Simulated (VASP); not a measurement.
Write the native input for VASP 6.6.1 that does the following.

- Task: single point
- Functional: PBE
- Potentials or basis: VASP PAW PBE potentials, release 64 (Ge_d, H)
- Cutoff: 400 eV
- k mesh: 1 × 1 × 1
- Occupations: gaussian, width 0.05 eV
- Spin: no spin polarisation
- Further INCAR settings: LREAL = Auto; ALGO = Fast; EDIFF = 1e-06; NBANDS = 384; ISYM = 0

The structure of Ge8H3 lies in POSCAR:

```
Ge8H3                                   
1.0
    8.0016203359      8.0016203359      0.0000000000
   -8.0016203359      8.0016203359      0.0000000000
    0.0000000000      0.0000000000     23.7419000000
  Ge              H             
    48    18
Selective dynamics
Direct
     0.6875835215621836    0.3124163791264033    0.4196392070356922   T   T   T
     0.8108231898332170    0.6820820947238528    0.4200289352946947   T   T   T
     0.0499429827063537    0.9500566063550812    0.4370566090816452   T   T   T
     0.3179178027234850    0.1891767371443711    0.4200288945797808   T   T   T
     0.9665269427654434    0.5352153674863408    0.4556358505441504   T   T   T
     0.2070677990828786    0.7929321243643999    0.4353600073346579   T   T   T
     0.4647847791168023    0.0334733655917220    0.4556358430698034   T   T   T
     0.5360162253613479    0.4639836155896952    0.4558474533715333   T   T   T
     0.8773030570659123    0.3898480387303783    0.3860506534666626   T   T   T
     0.8809203020595119    0.8717586009019073    0.3834689100856240   T   T   T
     0.1282411410534590    0.1190794994176614    0.3834691328659685   T   T   T
     0.3880865164754858    0.3806593035162067    0.3866043925978924   T   T   T
     0.1105172245676677    0.6274754414612359    0.3864353298807104   T   T   T
     0.3725244691390656    0.8894828804269638    0.3864354080028998   T   T   T
     0.6101518280984579    0.1226970628068965    0.3860502114299836   T   T   T
     0.6193406550218823    0.6119133454869458    0.3866044984381328   T   T   T
     0.9980745855395795    0.2520102192232263    0.3288076618751011   T   T   T
     0.0015441623279287    0.7481737238573571    0.3178894511389741   T   T   T
     0.2518261564694769    0.9984560029031435    0.3178895039327233   T   T   T
     0.4984748024646360    0.2499829484560958    0.3184064698604420   T   T   T
     0.2476873046351434    0.5024157830989348    0.3307968458057735   T   T   T
     0.4975843923296950    0.7523128484814656    0.3307969216552258   T   T   T
     0.7479899767037420    0.0019255746071203    0.3288074743163923   T   T   T
     0.7500173595011974    0.5015250595930488    0.3184067094794409   T   T   T
     0.8731402926532282    0.1268600249182108    0.2673235232383847   T   T   T
     0.8758896814764809    0.6247947879326656    0.2596394762351530   T   T   T
     0.1240953690539214    0.8759046673437181    0.2599198379264900   T   T   T
     0.3752051054743236    0.1241103239230090    0.2596394047285674   T   T   T
     0.1272059668955539    0.3745703159846560    0.2679583182188215   T   T   T
     0.3725332694859326    0.6274669688491771    0.2684498489800778   T   T   T
     0.6254297577879478    0.8727940813748757    0.2679582780947173   T   T   T
     0.6227134143417787    0.3772868028456476    0.2602763231069281   T   T   T
     0.7503178925777148    0.2496821222041279    0.2036905482356123   T   T   T
     0.7482976504337434    0.7515489098176048    0.2034483904086451   T   T   T
     0.9966125627714745    0.0033874396071112    0.2039160961717605   T   T   T
     0.2484510017297601    0.2517023794039113    0.2034483639327352   T   T   T
     0.0031952266704378    0.4968075157181162    0.2039725515576785   T   T   T
     0.2510999695914973    0.7489001070555052    0.2034387947878791   T   T   T
     0.5031924531137729    0.9968047393984113    0.2039725230817569   T   T   T
     0.4954119236772491    0.5045881042460232    0.2041311433524022   T   T   T
     0.8750000000000000    0.3750000000000000    0.1448662490999979   F   F   F
     0.8750000000000000    0.8750000000000000    0.1448662490999979   F   F   F
     0.1250000000000000    0.1250000000000000    0.1448662490999979   F   F   F
     0.3750000000000000    0.3750000000000000    0.1448662490999979   F   F   F
     0.1250000000000000    0.6250000000000000    0.1448662490999979   F   F   F
     0.3750000000000000    0.8750000000000000    0.1448662490999979   F   F   F
     0.6250000000000000    0.1250000000000000    0.1448662490999979   F   F   F
     0.6250000000000000    0.6250000000000000    0.1448662490999979   F   F   F
     0.9510221023000014    0.2989778976999986    0.1052990704000010   F   F   F
     0.7989778976999986    0.4510221023000014    0.1052990704000010   F   F   F
     0.9510221023000014    0.7989778976999986    0.1052990704000010   F   F   F
     0.7989778976999986    0.9510221023000014    0.1052990704000010   F   F   F
     0.2010221023000014    0.0489778976999986    0.1052990704000010   F   F   F
     0.0489778976999986    0.2010221023000014    0.1052990704000010   F   F   F
     0.4510221023000014    0.2989778976999986    0.1052990704000010   F   F   F
     0.2989778976999986    0.4510221023000014    0.1052990704000010   F   F   F
     0.2010221023000014    0.5489778976999986    0.1052990704000010   F   F   F
     0.0489778976999986    0.7010221023000014    0.1052990704000010   F   F   F
     0.4510221023000014    0.7989778976999986    0.1052990704000010   F   F   F
     0.2989778976999986    0.9510221023000014    0.1052990704000010   F   F   F
     0.7010221023000014    0.0489778976999986    0.1052990704000010   F   F   F
     0.5489778976999986    0.2010221023000014    0.1052990704000010   F   F   F
     0.7010221023000014    0.5489778976999986    0.1052990704000010   F   F   F
     0.5489778976999986    0.7010221023000014    0.1052990704000010   F   F   F
     0.2348406368963599    0.7651592717282402    0.4980766919192956   T   T   T
     0.0127687732302963    0.9872309739267852    0.4975774223646839   T   T   T
```

The cell was built by a generator and needn't be a form met in nature.

The input as run:

INCAR

```
SYSTEM = Ge8H3
PREC     = Accurate       ! precision mode
ENCUT    = 400            ! plane-wave cutoff, eV
EDIFF    = 1E-6           ! SCF threshold, eV
ISMEAR   = 0              ! smearing method
SIGMA    = 0.05           ! smearing width, eV
LREAL    = Auto         
LASPH    = .TRUE.         ! aspherical terms in the spheres
NELM     = 80             ! most SCF steps
ALGO     = Fast           ! electronic algorithm
ISIF     = 2              ! what is computed and relaxed
LWAVE    = .FALSE.        ! write WAVECAR
LCHARG   = .FALSE.        ! write CHGCAR
GGA      = PE             ! functional
NBANDS   = 384            ! bands
ISYM     = 0            
LUSENCCL = .FALSE.
```

KPOINTS

```
Automatic mesh
0
G
  1 1 1
  0 0 0
```

Potentials or basis: VASP PAW PBE potentials, release 64 (Ge_d, H).

Launch:

```console
$ cat potpaw_PBE.64/Ge_d/POTCAR potpaw_PBE.64/H/POTCAR > POTCAR
$ mpirun -np 1 vasp_gam > vasp.out
```

Results of the run:

- Largest force: 0.280 eV/Å
- Band gap on the k mesh: 0.42 eV, direct

Run time: 4.8 min on 1 × NVIDIA H100 80GB with 1 thread of AMD EPYC 7R13 Processor (Zen 3), on a shared host, peak memory 2.1 GiB.
